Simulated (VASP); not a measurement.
P: single point with PBE

The system is P.

```
CELL_PARAMETERS angstrom
1.72573 0.99635 3.12968
-1.72573 0.99635 3.12968
0.00000 -1.99270 3.12968
ATOMIC_POSITIONS crystal
P 0.77292 0.77292 0.77292
P 0.22708 0.22708 0.22708
```

This isn't the form of P at room conditions, which is orthorhombic.

| Item | Value |
| --- | --- |
| Program | VASP 6.6.1 |
| Task | single point |
| Functional | PBE |
| Potentials or basis | VASP PAW PBE potentials, release 64 (P) |
| Cutoff | 500 eV |
| k mesh | 9 × 9 × 9 |
| Occupations | gaussian, width 0.02 eV |
| Spin | no spin polarisation |

```json
{
 "Pressure": "1.5 GPa",
 "Largest force": "0.182 eV/Å",
 "Band gap on the k mesh": "none (metal or under the smearing width)"
}
```

Forces in eV/Å, atoms in the order of the input:
```
P    0.000  0.000 -0.182
P    0.000  0.000  0.182
```

Stress tensor (GPa, compression positive):
```
2.04 0.00 0.00
0.00 2.04 0.00
0.00 0.00 0.49
```

Levels at points of the mesh, in eV from the Fermi level:
| k point | band 1 | band 2 | band 3 | band 4 | band 5 | band 6 | band 7 | band 8 | band 9 | band 10 |
| --- | --- | --- | --- | --- | --- | --- | --- | --- | --- | --- |
| (0.00, 0.00, 0.00) | -16.65 | -3.75 | -3.28 | -3.03 | -3.03 | 1.21 | 2.51 | 2.51 | 5.68 | 5.68 |

Wall time 18 s on 1 thread of AMD EPYC 9R45 (Zen 5), with other jobs on the host, peak memory 0.13 GiB.
